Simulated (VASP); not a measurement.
# Cl2 in VASP: a series of runs

Aim: see how the results for Cl2 move with the level of theory and the settings. Levels: PBE+D3(BJ), PBE, RPBE, RPBE+D3(BJ). Tasks: relaxation of the atoms, single point.

All numbers are computed with VASP 6.6.1; they aren't measurements. Logs are shortened: lines on timing, memory, paths and dates and some standing lists are left out, and cuts for length are marked.

### Step 1. The structure

The cell holds a molecule in a box, 2 atoms: a = 12.244 Å, b = 12.744 Å, c = 13.244 Å, α = 90.00°, β = 90.00°, γ = 90.00°.

### Step 2. Relaxation of the atoms, PBE+D3(BJ)

INCAR reads:

```
PREC = Accurate
ENCUT = 400
EDIFF = 1E-6
ISMEAR = 0
SIGMA = 0.01
LREAL = F
LASPH = T
NELM = 80
ALGO = Fast
ISIF = 2
LWAVE = F
LCHARG = F
GGA = PE
IVDW = 12
IBRION = 2
NSW = 120
EDIFFG = -0.03
ISYM = 0
```

KPOINTS reads:

```
regular mesh
0
Gamma
  1 1 1
```

POSCAR reads:

```
Cl
1.0
   12.2435518912      0.0000000000      0.0000000000
    0.0000000000     12.7435518912      0.0000000000
    0.0000000000      0.0000000000     13.2435518912
Cl
2
Selective dynamics
Direct
    0.5070694911      0.4647347349      0.5658264454  F F F
    0.4929305089      0.5431123709      0.4341735546  T T T
```

Potentials or basis: VASP PAW PBE potentials, release 64 (Cl).

On the command line:

```console
$ cat potpaw_PBE.64/Cl/POTCAR > POTCAR
$ mpirun -np 4 vasp_gam > vasp.out
```

OUTCAR:

```text
PREC = Accurate
   ENCUT = 400
   EDIFF = 1E-6
   ISMEAR = 0
   LREAL = F
   LASPH = T
   NELM = 80
   ISIF = 2
   GGA = PE
   IVDW = 12
   IBRION = 2
   NSW = 120
   EDIFFG = -0.03
   ISYM = 0
 IVDW          = 12

 ion  position               nearest neighbor table
   1  0.507  0.465  0.566-   2 2.02
   2  0.493  0.543  0.434-   1 2.02

IMPORTANT INFORMATION: All symmetrisations will be switched off!
NOSYMM: (Re-)initialisation of all symmetry stuff for point group C_1.

----------------------------------------------------------------------------------------

                                     Primitive cell

  volume of cell :    2066.3429

  direct lattice vectors                    reciprocal lattice vectors
    12.243551891  0.000000000  0.000000000     0.081675645  0.000000000  0.000000000
     0.000000000 12.743551891  0.000000000     0.000000000  0.078471058  0.000000000
     0.000000000  0.000000000 13.243551891     0.000000000  0.000000000  0.075508444

  length of vectors
    12.243551891 12.743551891 13.243551891     0.081675645  0.078471058  0.075508444

  position of ions in fractional coordinates (direct lattice)
     0.507069491  0.464734735  0.565826445
     0.492930509  0.543112371  0.434173555

  ion indices of the primitive-cell ions
   primitive index   ion index
                 1           1
                 2           2

----------------------------------------------------------------------------------------

 KPOINTS: regular mesh

Automatic generation of k-mesh.
 Grid dimensions read from file:
 generate k-points for:    1    1    1

 Generating k-lattice:

  Cartesian coordinates                     Fractional coordinates (reciprocal lattice)
     0.081675645  0.000000000  0.000000000     1.000000000  0.000000000  0.000000000
     0.000000000  0.078471058  0.000000000     0.000000000  1.000000000  0.000000000
     0.000000000  0.000000000  0.075508444     0.000000000  0.000000000  1.000000000

  Length of vectors
     0.081675645  0.078471058  0.075508444

  Shift w.r.t. Gamma in fractional coordinates (k-lattice)
     0.000000000  0.000000000  0.000000000

 Subroutine IBZKPT returns following result:
 ===========================================

 Found      1 irreducible k-points:

 Following reciprocal coordinates:
            Coordinates               Weight
  0.000000  0.000000  0.000000      1.000000
   k-points           NKPTS =      1   k-points in BZ     NKDIM =      1   number of bands    NBANDS=     12
   number of dos      NEDOS =    301   number of ions     NIONS =      2
   total plane-waves  NPLWV = 604800
   dimension x,y,z NGX =    80 NGY =   84 NGZ =   90
   dimension x,y,z NGXF=   160 NGYF=  168 NGZF=  180
   ions per type =               2
   NGX,Y,Z   is equivalent  to a cutoff of  10.86, 10.96, 11.30 a.u.
   NGXF,Y,Z  is equivalent  to a cutoff of  21.73, 21.92, 22.60 a.u.
 SYSTEM =  unknown system
   PREC   = accura    normal or accurate (medium, high low for compatibility)
   ISTART =      0    job   : 0-new  1-cont  2-samecut
   ICHARG =      2    charge: 1-file 2-atom 10-const
   ISPIN  =      1    spin polarized calculation?
   LNONCOLLINEAR =      F non collinear calculations
   LSORBIT =      F    spin-orbit coupling
   LASPH  =      T    aspherical Exc in radial PAW
   ENCUT  =  400.0 eV  29.40 Ry    5.42 a.u.  19.97 20.78 21.60*2*pi/ulx,y,z
   NELM   =     80;   NELMIN=  2; NELMDL= -5     # of ELM steps
   EDIFF  = 0.1E-05   stopping-criterion for ELM
   LREAL  =      F    real-space projection
   EDIFFG = -.3E-01   stopping-criterion for IOM
   NSW    =    120    number of steps for IOM
   IBRION =      2    ionic relax: 0-MD 1-quasi-New 2-CG
   NFREE  =      1    steps in history (QN), initial steepest desc. (CG)
   ISIF   =      2    stress and relaxation
   ISYM   =      0    0-nonsym 1-usesym 2-fastsym
   POTIM  = 0.5000    time-step for ionic-motion
   TEBEG  =    0.0;   TEEND  =   0.0 temperature during run
   PSTRESS=    0.0 pullay stress
   NELECT =      14.0000    total number of electrons
   NUPDOWN=      -1.0000    fix difference up-down
   EMIN   =  10.00;   EMAX   =-10.00  energy-range for DOS
   EFERMI =   0.00;   METHOD = LEGACY
   ISMEAR =     0;   SIGMA  =   0.01  broadening in eV -4-tet -1-fermi 0-gaus
   EFERMI_NEDOS =   21; number of points for ismear=-14 and -15
   IALGO  =     68    algorithm
   IMIX   =      4    mixing-type and parameters
     AMIX     =   0.40;   BMIX     =  1.00
     AMIX_MAG =   1.60;   BMIX_MAG =  1.00
  volume/ion in A,a.u.               =    1033.17      6972.19
  Fermi-wavevector in a.u.,A,eV,Ry     =   0.309778  0.585395  1.305645  0.095962
  Thomas-Fermi vector in A             =   1.186804
   LORBIT       =      0    0 simple, 1 ext, 2 COOP (PROOUT), +10 PAW based schemes
   GGA     = PE    functional components
   LHFCALC =     F    Hartree Fock is set to
   AEXX    =    0.0000 exact exchange contribution
   IVDW    =    12    specifies the selected vdW correction
   LEPSILON=     F    determine dielectric tensor
   LRPA    =     F    only Hartree local field effects (RPA)
 conjugate gradient relaxation of ions
 non-spin polarized calculation
 RMM-DIIS sequential band-by-band and
 Gauss-broadening in eV      SIGMA  =   0.01
  energy-cutoff  :      400.00
  volume of cell :     2066.34
 maximum number of plane-waves:     18715
 NGX is ok and might be reduce to    80
   NGX = 39   NGY = 41   NGZ = 43

--------------------------------------- Ionic step        1  -------------------------------------------

 number of electron      13.9999998 magnetization

 Free energy of the ion-electron system (eV)
  ---------------------------------------------------
  ext. energy  EPLUGINS =         0.00000000
  ---------------------------------------------------
  free energy    TOTEN  =        -3.59366629 eV

  energy without entropy =       -3.59366629  energy(sigma->0) =       -3.59366629

------------------------ aborting loop because EDIFF is reached ----------------------------------------

 Edisp (eV)   -0.02835

 E8    (eV) :    -0.0110

  FORCE on cell =-STRESS in cart. coord.  units (eV):
  Direction    XX          YY          ZZ          XY          YZ          ZX
  --------------------------------------------------------------------------------------
  -------------------------------------------------------------------------------------
  Total      -0.02904    -0.23035    -0.65420     0.03578     0.36128    -0.06270
  in kB      -0.02251    -0.17861    -0.50725     0.02774     0.28013    -0.04861
  external pressure =       -0.24 kB  Pullay stress =        0.00 kB

 VOLUME and BASIS-vectors are now :
 -----------------------------------------------------------------------------
  energy-cutoff  :      400.00
  volume of cell :     2066.34
      direct lattice vectors                 reciprocal lattice vectors
    12.243551891  0.000000000  0.000000000     0.081675645  0.000000000  0.000000000
     0.000000000 12.743551891  0.000000000     0.000000000  0.078471058  0.000000000
     0.000000000  0.000000000 13.243551891     0.000000000  0.000000000  0.075508444

 POSITION                                       TOTAL-FORCE (eV/Angst)
 -----------------------------------------------------------------------------------
      6.20833      5.92237      7.49355        -0.035349      0.205498     -0.358877
      6.03522      6.92118      5.75000         0.035349     -0.205498      0.358877
 -----------------------------------------------------------------------------------
    total drift:                                0.000012      0.000260      0.000159

  FREE ENERGIE OF THE ION-ELECTRON SYSTEM (eV)
  ---------------------------------------------------
  free  energy   TOTEN  =        -3.6220191263 eV

  energy  without entropy=       -3.6220191263  energy(sigma->0) =       -3.62201913

--------------------------------------- Ionic step        2  -------------------------------------------

 number of electron      13.9999992 magnetization

------------------------ aborting loop because EDIFF is reached ----------------------------------------

 Edisp (eV)   -0.02838

 E8    (eV) :    -0.0110

  FORCE on cell =-STRESS in cart. coord.  units (eV):
  Direction    XX          YY          ZZ          XY          YZ          ZX
  --------------------------------------------------------------------------------------
  -------------------------------------------------------------------------------------
  Total      -0.02408    -0.05530    -0.11928     0.00541     0.05464    -0.00956
  in kB      -0.01867    -0.04288    -0.09249     0.00420     0.04237    -0.00741
  external pressure =       -0.05 kB  Pullay stress =        0.00 kB

 VOLUME and BASIS-vectors are now :
 -----------------------------------------------------------------------------
  energy-cutoff  :      400.00
  volume of cell :     2066.34
      direct lattice vectors                 reciprocal lattice vectors
    12.243551891  0.000000000  0.000000000     0.081675645  0.000000000  0.000000000
     0.000000000 12.743551891  0.000000000     0.000000000  0.078471058  0.000000000
     0.000000000  0.000000000 13.243551891     0.000000000  0.000000000  0.075508444

 POSITION                                       TOTAL-FORCE (eV/Angst)
 -----------------------------------------------------------------------------------
      6.20833      5.92237      7.49355        -0.004826      0.029786     -0.052132
      6.03693      6.91127      5.76731         0.004826     -0.029786      0.052132
 -----------------------------------------------------------------------------------
    total drift:                               -0.000146      0.000418      0.000083

  FREE ENERGIE OF THE ION-ELECTRON SYSTEM (eV)
  ---------------------------------------------------
  free  energy   TOTEN  =        -3.6268281240 eV

  energy  without entropy=       -3.6268281240  energy(sigma->0) =       -3.62682812

--------------------------------------- Ionic step        3  -------------------------------------------

 number of electron      13.9999992 magnetization

 Free energy of the ion-electron system (eV)
  ---------------------------------------------------
  ext. energy  EPLUGINS =         0.00000000
  ---------------------------------------------------
  free energy    TOTEN  =        -3.59854619 eV

  energy without entropy =       -3.59854619  energy(sigma->0) =       -3.59854619

 E-fermi :  -7.0485     XC(G=0):  -0.4798

 val. band max:       -7.1214332245   @ k =   0.0000   0.0000   0.0000
 cond. band min:      -4.0630596354   @ k =   0.0000   0.0000   0.0000
 fundamental gap:      3.0583735891
 Fermi energy:        -7.0485021172

 k-point     1 :       0.0000    0.0000    0.0000
  band No.  band energies     occupation
      1     -23.3624      2.00000
      2     -19.1147      2.00000
      3     -11.7931      2.00000
      4      -9.7844      2.00000
      5      -9.7842      2.00000
      6      -7.1216      2.00000
      7      -7.1214      2.00000
      8      -4.0631      0.00000
      9      -0.3351      0.00000
     10       0.5747      0.00000
     11       0.6571      0.00000
     12       0.7379      0.00000

------------------------ aborting loop because EDIFF is reached ----------------------------------------

 Edisp (eV)   -0.02838

 E8    (eV) :    -0.0110

  FORCE on cell =-STRESS in cart. coord.  units (eV):
  Direction    XX          YY          ZZ          XY          YZ          ZX
  --------------------------------------------------------------------------------------
  -------------------------------------------------------------------------------------
  Total      -0.02228    -0.02489    -0.02829     0.00030     0.00301    -0.00061
  in kB      -0.01728    -0.01930    -0.02194     0.00023     0.00234    -0.00047
  external pressure =       -0.02 kB  Pullay stress =        0.00 kB

 VOLUME and BASIS-vectors are now :
 -----------------------------------------------------------------------------
  energy-cutoff  :      400.00
  volume of cell :     2066.34
      direct lattice vectors                 reciprocal lattice vectors
    12.243551891  0.000000000  0.000000000     0.081675645  0.000000000  0.000000000
     0.000000000 12.743551891  0.000000000     0.000000000  0.078471058  0.000000000
     0.000000000  0.000000000 13.243551891     0.000000000  0.000000000  0.075508444

 POSITION                                       TOTAL-FORCE (eV/Angst)
 -----------------------------------------------------------------------------------
      6.20833      5.92237      7.49355         0.000415     -0.000464      0.000645
      6.03720      6.90966      5.77011        -0.000415      0.000464     -0.000645
 -----------------------------------------------------------------------------------
    total drift:                               -0.000154      0.000466      0.000047

  FREE ENERGIE OF THE ION-ELECTRON SYSTEM (eV)
  ---------------------------------------------------
  free  energy   TOTEN  =        -3.6269291646 eV

  energy  without entropy=       -3.6269291646  energy(sigma->0) =       -3.62692916

 reached required accuracy - stopping structural energy minimisation
```

It took 32 s on 4 MPI ranks of Intel Xeon Platinum 8488C (Sapphire Rapids), shared host; peak memory 0.41 GiB.

Results:

```
Free energy                     : -3.6269 eV
Energy gained by relaxing       : 2.5 meV/atom
Ionic steps                     : 3
Gap between the frontier levels : 3.06 eV
Dispersion energy per atom      : -0.014 eV
```

Step by step:
```csv
step,energy change (eV),largest force (eV/Å),pressure (GPa)
1,0.0000,0.4151,-0.02
2,-0.0048,0.0602,-0.01
3,-0.0049,0.0009,0.00
```

Final structure:
```
Cl
1.0
    12.24355    0.00000    0.00000
     0.00000   12.74355    0.00000
     0.00000    0.00000   13.24355
Cl
2
Cartesian
  6.2083 5.9224 7.4936
  6.0372 6.9097 5.7701
```

Levels at points of the mesh, in eV from the valence-band top:
| k point | band 5 | band 6 | band 7 | band 8 | band 9 | band 10 |
| --- | --- | --- | --- | --- | --- | --- |
| (0.00, 0.00, 0.00) | -2.66 | 0.00 | 0.00 | 3.06 | 6.79 | 7.70 |

### Step 3. Single point, PBE

INCAR reads:

```
SYSTEM = Cl
  PREC = Accurate
  ENCUT = 400
  EDIFF = 1E-6
  ISMEAR = 0
  SIGMA = 0.01
  LREAL = .FALSE.
  LASPH = .TRUE.
  NELM = 80
  ALGO = Fast
  ISIF = 2
  LWAVE = .FALSE.
  LCHARG = .FALSE.
  GGA = PE
  ISYM = 0
```

KPOINTS reads:

```
regular mesh
0
G
  1 1 1
  0 0 0
```

POSCAR reads:

```
Cl                                      
1.0
   12.2435518912      0.0000000000      0.0000000000
    0.0000000000     12.7435518912      0.0000000000
    0.0000000000      0.0000000000     13.2435518912
  Cl            
     2
Selective dynamics
Direct
     0.5070694910999975    0.4647347348999986    0.5658264453999990   F   F   F
     0.4930923196144288    0.5422085986833837    0.4356922929697721   T   T   T
```

Potentials or basis: VASP PAW PBE potentials, release 64 (Cl).

On the command line:

```console
$ cat potpaw_PBE.64/Cl/POTCAR > POTCAR
$ mpirun -np 4 vasp_gam > vasp.out
```

OUTCAR:

```text
SYSTEM = Cl
   PREC = Accurate
   ENCUT = 400
   EDIFF = 1E-6
   ISMEAR = 0
   LREAL = .FALSE.
   LASPH = .TRUE.
   NELM = 80
   ISIF = 2
   GGA = PE
   ISYM = 0

 ion  position               nearest neighbor table
   1  0.507  0.465  0.566-   2 1.99
   2  0.493  0.542  0.436-   1 1.99

IMPORTANT INFORMATION: All symmetrisations will be switched off!
NOSYMM: (Re-)initialisation of all symmetry stuff for point group C_1.

----------------------------------------------------------------------------------------
[... 143 lines left out ...]

  FORCE on cell =-STRESS in cart. coord.  units (eV):
  Direction    XX          YY          ZZ          XY          YZ          ZX
  --------------------------------------------------------------------------------------
  -------------------------------------------------------------------------------------
  Total       -0.0227510     -0.0248269     -0.0270750      0.0001991      0.0020183     -0.0004358
  in kB       -0.0176404     -0.0192500     -0.0209931      0.0001544      0.0015649     -0.0003379
  external PRESSURE =      -0.0192945 kB  Pullay stress =       0.0000000 kB

 VOLUME and BASIS-vectors are now :
 -----------------------------------------------------------------------------
  energy-cutoff  :      400.00
  volume of cell :     2066.34
      direct lattice vectors                 reciprocal lattice vectors
    12.243551891  0.000000000  0.000000000     0.081675645  0.000000000  0.000000000
     0.000000000 12.743551891  0.000000000     0.000000000  0.078471058  0.000000000
     0.000000000  0.000000000 13.243551891     0.000000000  0.000000000  0.075508444

 POSITION                                       TOTAL-FORCE (eV/Angst)
 -----------------------------------------------------------------------------------
      6.20833      5.92237      7.49355         0.000444     -0.000589      0.000763
      6.03720      6.90966      5.77011        -0.000444      0.000589     -0.000763
 -----------------------------------------------------------------------------------
    total drift:                               -0.000144      0.000334      0.000257

  FREE ENERGIE OF THE ION-ELECTRON SYSTEM (eV)
  ---------------------------------------------------
  free  energy   TOTEN  =        -3.5985474978 eV

  energy  without entropy=       -3.5985474978  energy(sigma->0) =       -3.59854750
```

OSZICAR:

```text
N       E                     dE             d eps       ncg     rms          rms(c)
DAV:   1     0.155127859173E+03    0.15513E+03   -0.24462E+03    24   0.506E+02
DAV:   2     0.490890605085E+02   -0.10604E+03   -0.10476E+03    44   0.639E+01
DAV:   3    -0.778915294424E+00   -0.49868E+02   -0.49799E+02    40   0.854E+01
[... 15 lines left out ...]
RMM:  19    -0.359853784052E+01   -0.44636E-05   -0.20002E-06    27   0.760E-03    0.116E-03
RMM:  20    -0.359853935052E+01   -0.15100E-05   -0.28285E-07    24   0.387E-03    0.878E-04
RMM:  21    -0.359854551021E+01   -0.61597E-05   -0.21161E-07    24   0.259E-03    0.792E-04
RMM:  22    -0.359854658964E+01   -0.10794E-05   -0.73629E-08    20   0.174E-03    0.514E-04
RMM:  23    -0.359854749782E+01   -0.90818E-06   -0.93627E-08    22   0.175E-03
   1 F= -.35985475E+01 E0= -.35985475E+01  d E =-.134676E-27
```

It took 20 s on 4 MPI ranks of Intel Xeon Platinum 8488C (Sapphire Rapids), shared host; peak memory 0.39 GiB.

What came out:

* Free energy: -3.5985 eV
* Gap between the frontier levels: 3.06 eV

Expect the measured gap to be larger: semilocal functionals such as PBE lack the derivative discontinuity.

[end of part 1 of 2]
